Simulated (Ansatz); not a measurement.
Input and command of a plane-wave DFT calculation in Ansatz:

```yaml
crystal:
  lattice:
    - [-3.0683767195, 3.0683767195, 2.5198993614]
    - [3.0683767195, -3.0683767195, 2.5198993614]
    - [3.0683767195, 3.0683767195, -2.5198993614]
  atoms:
    - { symbol: Ta, position: [0.6333031005, 0.8071707127, 0.5] }
    - { symbol: Ta, position: [0.8666968995, 0.3666968995, 0.1738676122] }
    - { symbol: Ta, position: [0.3071707127, 0.1333031005, 0.5] }
    - { symbol: Ta, position: [0.1928292873, 0.6928292873, 0.8261323878] }
    - { symbol: Si, position: [0.25, 0.25, 0.0] }
    - { symbol: Si, position: [0.75, 0.75, 0.0] }
basis:
  ecutwfc: 420
kpoints:
  mp_grid: { grid: [12, 12, 12] }
hamiltonian:
  xc: pbesol
scf:
  occupations: { method: gaussian, width: 0.15 }
output:
  forces: true
  stress: true
  eigenvalues: true
```

```bash
ansatz run input.yaml --threads 2 --pin off --max-ram 5120MiB --backend cpu --events-out ev --progress --plain --runs-dir out
```

Processor: AMD EPYC 9R45 96-Core Processor (Zen 5), 2 threads, on a host shared with other jobs.

Task: How long does it run, and how much memory does it take?

Result: About 7.7 s on 2 threads of AMD EPYC 9R45 96-Core Processor (Zen 5) (shared host), peak memory 0.69 GiB. It solves 36 bands at 163 k points (the mesh reduced by symmetry) with about 1881 plane waves, in 6 SCF iterations.
